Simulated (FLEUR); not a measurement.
**SnO: band structure with r2SCAN**

The system is SnO.

```
Sn O
1.0
     3.81370    0.00000    0.00000
     0.00000    3.81370    0.00000
     0.00000    0.00000    4.88691
Sn O
2 2
Direct
  0.50000 0.00000 0.76463
  0.00000 0.50000 0.23537
  0.00000 0.00000 0.00000
  0.50000 0.50000 0.00000
```

The cell is a database's computed one.

```json
{
  "Program": "FLEUR MaX-R8.1 (later development tree)",
  "Task": "band structure",
  "Functional": "r2SCAN",
  "Potentials or basis": "all-electron",
  "Basis": "FLAPW",
  "Kmax": "4.44 1/bohr",
  "k mesh": "7 × 7 × 6",
  "Occupations": "fermi-dirac, width 0.05 eV",
  "Spin": "no spin polarisation",
  "Gmax": "13.8 1/bohr",
  "Muffin-tin radii": "Sn 2.24, O 1.62 bohr",
  "lmax": "Sn 9, O 8",
  "lnonsphr": "Sn 9, O 8",
  "Local orbitals a species": "Sn 5, O 3",
  "Max iterations": "80",
  "Mixing factor": "0.05",
  "Mixer": "Anderson",
  "Mixer history": "30",
  "Density convergence": "0.0001 me/bohr^3"
}
```

| Item | Value |
| --- | --- |
| Band gap on the k mesh | 0.50 eV, indirect (least direct gap 2.42 eV) |
| Band gap along the path | 0.28 eV, indirect (least direct gap 2.38 eV) |
| Valence electrons inside the program's atomic spheres | Sn 19.14; O 5.25 (radii Sn 2.24, O 1.62 bohr) |

Levels at the corners of the path, in eV from the valence-band top:
| point | band 25 | band 26 | band 27 | band 28 | band 29 | band 30 | band 31 | band 32 |
| --- | --- | --- | --- | --- | --- | --- | --- | --- |
| Γ | -3.83 | -3.53 | -3.53 | 0.00 | 2.42 | 4.55 | 4.93 | 4.93 |
| X | -5.21 | -5.21 | -2.91 | -2.91 | 3.43 | 3.43 | 6.21 | 6.21 |
| M | -2.87 | -2.87 | -2.10 | -2.10 | 0.28 | 0.28 | 4.77 | 4.77 |
| Γ | -3.83 | -3.53 | -3.53 | 0.00 | 2.42 | 4.55 | 4.93 | 4.93 |
| Z | -3.55 | -3.55 | -3.16 | -2.50 | 2.03 | 3.21 | 3.21 | 3.83 |
| R | -5.18 | -5.18 | -1.98 | -1.98 | 2.76 | 2.76 | 5.73 | 5.73 |
| A | -2.86 | -2.86 | -2.85 | -2.85 | 2.52 | 2.52 | 4.31 | 4.31 |
| Z | -3.55 | -3.55 | -3.16 | -2.50 | 2.03 | 3.21 | 3.21 | 3.83 |
| X | -5.21 | -5.21 | -2.91 | -2.91 | 3.43 | 3.43 | 6.21 | 6.21 |
| R | -5.18 | -5.18 | -1.98 | -1.98 | 2.76 | 2.76 | 5.73 | 5.73 |
| M | -2.87 | -2.87 | -2.10 | -2.10 | 0.28 | 0.28 | 4.77 | 4.77 |
| A | -2.86 | -2.86 | -2.85 | -2.85 | 2.52 | 2.52 | 4.31 | 4.31 |

Core levels (eV from the Fermi level):
```tsv
atom	levels
1 Sn	1s1/2 -28993.2, 2s1/2 -4372.3, 2p1/2 -4083.2, 2p3/2 -3852.6, 3s1/2 -840.5, 3p1/2 -723.2, 3p3/2 -681.1, 3d3/2 -474.0, 3d5/2 -465.3
2 Sn	1s1/2 -28993.2, 2s1/2 -4372.3, 2p1/2 -4083.2, 2p3/2 -3852.6, 3s1/2 -840.5, 3p1/2 -723.2, 3p3/2 -681.1, 3d3/2 -474.0, 3d5/2 -465.3
3 O	1s1/2 -506.8
4 O	1s1/2 -506.8
```

Wall time 3.8 min on 1 thread of Arm Neoverse V1, with other jobs on the host, peak memory 0.1 GiB.

Caveat: the meta-GGA is that of a development version, with a GGA for the radial functions and cores and without core tails; spin-orbit coupling is left out, which moves the levels of the heavy elements; the mesh misses the band edges, which the band path finds closer together. r2SCAN opens gaps a little over a GGA but as a rule still falls short of measured ones.
